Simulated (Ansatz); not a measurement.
Runs of Ansatz 0.2.0 on CO2. It takes space group I-42d (No. 122, tetragonal). Conventional cell: a = 3.949 Å, b = 3.949 Å, c = 6.028 Å, α = 90.00°, β = 90.00°, γ = 90.00°. O (site symmetry 2) is surrounded by 2 C at 1.40 Å. C (site symmetry -4) is surrounded by 4 O at 1.40 Å. The cell comes from a database or a generator and needn't be the stable form of this composition.

| level | gap on the mesh (eV) | pressure (GPa) | relaxed volume (Å³/atom) |
| --- | --- | --- | --- |
| PBEsol | (a) | 0.0 | 7.59 |
| PBEsol+D3(BJ) | 7.68 | 0.0 | 7.52 |
| PBEsol+D4 | 7.68 | 0.0 | 7.52 |
| PBEsol+D3(BJ)-ATM | 7.68 | 0.0 | 7.53 |

Alike in all rows: task relaxation of cell and atoms; potentials or basis Ansatz PAW; no spin polarisation; cell relaxed; k mesh 9 × 9 × 9; cutoff (eV) 420; smearing fermi-dirac 0.05 eV.

**Question.** Estimate the missing entries.

**Answer.** (a) 7.67.

Caveats: odd divisions of the mesh miss points on the zone boundary, where band edges often lie, so the gap on the mesh can be too wide; the plane-wave basis is chosen anew once the cell has moved, so the energies of steps on either side of that aren't comparable; the PAW data sets come from PBE, with cores solved anew for the run's functional, which leaves a small shift of forces and pressure.

A k mesh can miss the band edges.
